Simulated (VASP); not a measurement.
# Pb (P6_3/mmc) in VASP: notebook

The runs below take Pb through relaxation of cell and atoms, with LDA, PBEsol.

All numbers are computed with VASP 6.6.1; they aren't measurements. Logs are shortened: lines on timing, memory, paths and dates and some standing lists are left out, and cuts for length are marked.

## 1. Starting point

It takes space group P6_3/mmc (No. 194, hexagonal). Conventional cell: a = 3.480 Å, b = 3.480 Å, c = 5.590 Å, α = 90.00°, β = 90.00°, γ = 120.00°. Around Pb (site symmetry -6m2) lie 12 Pb at 3.44 to 3.48 Å.

This isn't the form of Pb at room conditions, which is fcc.

## 2. Relaxation of cell and atoms, LDA

The input, INCAR:

```
  PREC = Accurate
  ENCUT = 600
  EDIFF = 1E-7
  ISMEAR = -1
  SIGMA = 0.05
  LREAL = False
  LASPH = True
  NELM = 60
  ALGO = Fast
  ISIF = 3
  LWAVE = False
  LCHARG = False
  GGA = CA
  IBRION = 2
  NSW = 60
  EDIFFG = -0.01
```

The input, KPOINTS:

```
Automatic mesh
0
Gamma
  8 8 4
```

The input, POSCAR:

```
Pb
1.0
    3.4800000000      0.0000000000      0.0000000000
   -1.7400000000      3.0137684052      0.0000000000
    0.0000000000      0.0000000000      5.5900000000
Pb
2
Direct
    0.6666666667      0.3333333333      0.7500000000
    0.3333333333      0.6666666667      0.2500000000
```

Potentials or basis: VASP PAW LDA potentials, release 64 (Pb_d).

Started as:

```console
$ cat potpaw_LDA.64/Pb_d/POTCAR > POTCAR
$ mpirun -np 1 vasp_std > vasp.out
```

OUTCAR:

```text
PREC = Accurate
   ENCUT = 600
   EDIFF = 1E-7
   ISMEAR = -1
   LREAL = False
   LASPH = True
   NELM = 60
   ISIF = 3
   GGA = CA
   IBRION = 2
   NSW = 60
   EDIFFG = -0.01

 ion  position               nearest neighbor table
   1  0.667  0.333  0.750-   2 3.44   2 3.44   2 3.44   2 3.44   2 3.44   2 3.44
   2  0.333  0.667  0.250-   1 3.44   1 3.44   1 3.44   1 3.44   1 3.44   1 3.44

  LATTYP: Found a hexagonal cell.
 ALAT       =     3.4800000000
 C/A-ratio  =     1.6063218391

  Lattice vectors:

 A1 = (   3.4800000000,   0.0000000000,   0.0000000000)
 A2 = (  -1.7400000000,   3.0137684052,   0.0000000000)
 A3 = (   0.0000000000,   0.0000000000,   5.5900000000)

Analysis of symmetry for initial positions (statically):
=====================================================================
 Subroutine PRICEL returns:
 Original cell was already a primitive cell.

 Routine SETGRP: Setting up the symmetry group for a
 hexagonal supercell.

 Subroutine GETGRP returns: Found 24 space group operations
 (whereof 12 operations were pure point group operations)
 out of a pool of 24 trial point group operations.

The static configuration has the point symmetry D_3d.
 The point group associated with its full space group is D_6h.

Analysis of symmetry for dynamics (positions and initial velocities):
=====================================================================
 Subroutine PRICEL returns:
 Original cell was already a primitive cell.

 Routine SETGRP: Setting up the symmetry group for a
 hexagonal supercell.

 Subroutine GETGRP returns: Found 24 space group operations
 (whereof 12 operations were pure point group operations)
 out of a pool of 24 trial point group operations.

The dynamic configuration has the point symmetry D_3d.
 The point group associated with its full space group is D_6h.

 Subroutine INISYM returns: Found 24 space group operations
 (whereof 12 operations are pure point group operations),
 and found     1 'primitive' translations

----------------------------------------------------------------------------------------

                                     Primitive cell

  volume of cell :      58.6274

  direct lattice vectors                    reciprocal lattice vectors
     3.480000000  0.000000000  0.000000000     0.287356322  0.165905250  0.000000000
    -1.740000000  3.013768405  0.000000000     0.000000000  0.331810500  0.000000000
     0.000000000  0.000000000  5.590000000     0.000000000  0.000000000  0.178890877

  length of vectors
     3.480000000  3.480000000  5.590000000     0.331810500  0.331810500  0.178890877

  position of ions in fractional coordinates (direct lattice)
     0.666666667  0.333333333  0.750000000
     0.333333333  0.666666667  0.250000000

  ion indices of the primitive-cell ions
   primitive index   ion index
                 1           1
                 2           2

----------------------------------------------------------------------------------------

 KPOINTS: Automatic mesh

Automatic generation of k-mesh.
 Grid dimensions read from file:
 generate k-points for:    8    8    4

 Generating k-lattice:

  Cartesian coordinates                     Fractional coordinates (reciprocal lattice)
     0.035919540  0.020738156  0.000000000     0.125000000 -0.000000000  0.000000000
     0.000000000  0.041476312  0.000000000     0.000000000  0.125000000  0.000000000
     0.000000000  0.000000000  0.044722719     0.000000000  0.000000000  0.250000000

  Length of vectors
     0.041476312  0.041476312  0.044722719

  Shift w.r.t. Gamma in fractional coordinates (k-lattice)
     0.000000000  0.000000000  0.000000000

 Subroutine IBZKPT returns following result:
 ===========================================

 Found     30 irreducible k-points:

 Following reciprocal coordinates:
            Coordinates               Weight
  0.000000  0.000000  0.000000      1.000000
  0.125000  0.000000  0.000000      6.000000
  0.250000  0.000000  0.000000      6.000000
  0.375000  0.000000  0.000000      6.000000
  0.500000  0.000000  0.000000      3.000000
  0.125000  0.125000  0.000000      6.000000
[... 16 lines left out ...]
  0.250000  0.000000  0.500000      6.000000
  0.375000  0.000000  0.500000      6.000000
 [... further k-points ...]
   k-points           NKPTS =     30   k-points in BZ     NKDIM =     30   number of bands    NBANDS=     18
   number of dos      NEDOS =    301   number of ions     NIONS =      2
   total plane-waves  NPLWV =  37632
   dimension x,y,z NGX =    28 NGY =   28 NGZ =   48
   dimension x,y,z NGXF=    56 NGYF=   56 NGZF=   96
   ions per type =               2
   NGX,Y,Z   is equivalent  to a cutoff of  13.38, 13.38, 14.28 a.u.
   NGXF,Y,Z  is equivalent  to a cutoff of  26.75, 26.75, 28.55 a.u.
 SYSTEM =  unknown system
   PREC   = accura    normal or accurate (medium, high low for compatibility)
   ISTART =      0    job   : 0-new  1-cont  2-samecut
   ICHARG =      2    charge: 1-file 2-atom 10-const
   ISPIN  =      1    spin polarized calculation?
   LNONCOLLINEAR =      F non collinear calculations
   LSORBIT =      F    spin-orbit coupling
   LASPH  =      T    aspherical Exc in radial PAW
   ENCUT  =  600.0 eV  44.10 Ry    6.64 a.u.   6.95  6.95 11.16*2*pi/ulx,y,z
   NELM   =     60;   NELMIN=  2; NELMDL= -5     # of ELM steps
   EDIFF  = 0.1E-06   stopping-criterion for ELM
   LREAL  =      F    real-space projection
   EDIFFG = -.1E-01   stopping-criterion for IOM
   NSW    =     60    number of steps for IOM
   IBRION =      2    ionic relax: 0-MD 1-quasi-New 2-CG
   NFREE  =      1    steps in history (QN), initial steepest desc. (CG)
   ISIF   =      3    stress and relaxation
   ISYM   =      2    0-nonsym 1-usesym 2-fastsym
   POTIM  = 0.5000    time-step for ionic-motion
   TEBEG  =    0.0;   TEEND  =   0.0 temperature during run
   PSTRESS=    0.0 pullay stress
   NELECT =      28.0000    total number of electrons
   NUPDOWN=      -1.0000    fix difference up-down
   EMIN   =  10.00;   EMAX   =-10.00  energy-range for DOS
   EFERMI =   0.00;   METHOD = LEGACY
   ISMEAR =    -1;   SIGMA  =   0.05  broadening in eV -4-tet -1-fermi 0-gaus
   EFERMI_NEDOS =   21; number of points for ismear=-14 and -15
   IALGO  =     68    algorithm
   IMIX   =      4    mixing-type and parameters
     AMIX     =   0.40;   BMIX     =  1.00
     AMIX_MAG =   1.60;   BMIX_MAG =  1.00
  volume/ion in A,a.u.               =      29.31       197.82
  Fermi-wavevector in a.u.,A,eV,Ry     =   1.279658  2.418203 22.279870  1.637524
  Thomas-Fermi vector in A             =   2.412131
   LORBIT       =      0    0 simple, 1 ext, 2 COOP (PROOUT), +10 PAW based schemes
   GGA     = CA    functional components
   LHFCALC =     F    Hartree Fock is set to
   AEXX    =    0.0000 exact exchange contribution
   IVDW    =     0    specifies the selected vdW correction
   LEPSILON=     F    determine dielectric tensor
   LRPA    =     F    only Hartree local field effects (RPA)
 conjugate gradient relaxation of ions
 non-spin polarized calculation
 RMM-DIIS sequential band-by-band and
  energy-cutoff  :      600.00
  volume of cell :       58.63
 maximum number of plane-waves:      1969
 NGX is ok and might be reduce to    28
   NGX = 13   NGY = 13   NGZ = 23

--------------------------------------- Ionic step        1  -------------------------------------------

 number of electron      27.9999996 magnetization

 Free energy of the ion-electron system (eV)
  ---------------------------------------------------
  ext. energy  EPLUGINS =         0.00000000
  ---------------------------------------------------
  free energy    TOTEN  =        -8.45297591 eV

  energy without entropy =       -8.44335008  energy(sigma->0) =       -8.44816299

------------------------ aborting loop because EDIFF is reached ----------------------------------------

  FORCE on cell =-STRESS in cart. coord.  units (eV):
  Direction    XX          YY          ZZ          XY          YZ          ZX
  --------------------------------------------------------------------------------------
  -------------------------------------------------------------------------------------
  Total       -0.0195590     -0.0195590     -0.3766392     -0.0000000      0.0000000      0.0000000
  in kB       -0.5345105     -0.5345105    -10.2928397     -0.0000000      0.0000000      0.0000000
  external PRESSURE =      -3.7872869 kB  Pullay stress =       0.0000000 kB
[... 165 lines left out ...]
  energy  without entropy=       -8.4496527770  energy(sigma->0) =       -8.45353309

--------------------------------------- Ionic step        6  -------------------------------------------

 number of electron      27.9999999 magnetization

 Free energy of the ion-electron system (eV)
  ---------------------------------------------------
  ext. energy  EPLUGINS =         0.00000000
  ---------------------------------------------------
  free energy    TOTEN  =        -8.45803776 eV

  energy without entropy =       -8.45053016  energy(sigma->0) =       -8.45428396

 E-fermi :   7.5422     XC(G=0): -10.6369

 val. band max:        7.4429833088   @ k =   0.2500   0.0000   0.5000
 cond. band min:       7.6523587810   @ k =   0.3750   0.1250   0.2500
 fundamental gap:      0.2093754722
 Fermi energy:         7.5422454204

 k-point     1 :       0.0000    0.0000    0.0000
  band No.  band energies     occupation
      1      -9.6453      2.00000
      2      -9.5730      2.00000
      3      -9.5624      2.00000
      4      -9.5624      2.00000
      5      -9.5340      2.00000
      6      -9.5340      2.00000
[... 10 lines left out ...]
     17      14.6202      0.00000
     18      16.0888      0.00000
[... 466 lines left out ...]
      2      -9.6791      2.00000
      3      -9.6080      2.00000
      4      -9.6080      2.00000
      5      -9.4664      2.00000
      6      -9.4664      2.00000
[... 10 lines left out ...]
     17      10.9871      0.00000
     18      10.9871      0.00000

 [... further k-points ...]

------------------------ aborting loop because EDIFF is reached ----------------------------------------

  FORCE on cell =-STRESS in cart. coord.  units (eV):
  Direction    XX          YY          ZZ          XY          YZ          ZX
  --------------------------------------------------------------------------------------
  -------------------------------------------------------------------------------------
  Total        0.0108382      0.0108382     -0.0049511      0.0000000     -0.0000000      0.0000000
  in kB        0.2973567      0.2973567     -0.1358383      0.0000000     -0.0000000      0.0000000
  external PRESSURE =       0.1529584 kB  Pullay stress =       0.0000000 kB
[... 17 lines left out ...]
  FREE ENERGIE OF THE ION-ELECTRON SYSTEM (eV)
  ---------------------------------------------------
  free  energy   TOTEN  =        -8.4580377609 eV

  energy  without entropy=       -8.4505301577  energy(sigma->0) =       -8.45428396

 reached required accuracy - stopping structural energy minimisation
```

Wall time 75 s (1 thread of Intel Xeon Platinum 8559C (Emerald Rapids), shared host); peak memory 0.18 GiB.

What came out:

| Property | Result |
| --- | --- |
| Free energy | -8.4580 eV |
| Relaxed volume | 29.20 Å³/atom |
| Relaxed cell | a = 3.513 Å, b = 3.513 Å, c = 5.464 Å, α = 90.00°, β = 90.00°, γ = 120.00° |
| Space group after relaxing (to 0.05 Å) | P6_3/mmc (No. 194) |
| Energy gained by relaxing | 2.5 meV/atom |
| Ionic steps | 6 |
| Pressure after relaxing | 0.0 GPa |
| Band gap on the k mesh | none (metal or under the smearing width) |

The path:
```
step  energy change (eV)  largest force (eV/Å)  pressure (GPa)  volume (Å³)
   1              0.0000                0.0000           -0.38        58.63
   2             -0.0019                0.0000            0.28        58.04
   3             -0.0019                0.0000            0.51        57.81
   4             -0.0034                0.0000            0.46        57.87
   5             -0.0044                0.0000            0.42        57.96
   6             -0.0051                0.0000            0.02        58.40
```

Final structure:
```
CELL_PARAMETERS angstrom
3.51310 0.00000 0.00000
-1.75655 3.04244 0.00000
0.00000 0.00000 5.46358
ATOMIC_POSITIONS crystal
Pb 0.66667 0.33333 0.75000
Pb 0.33333 0.66667 0.25000
```

[end of part 1 of 2]
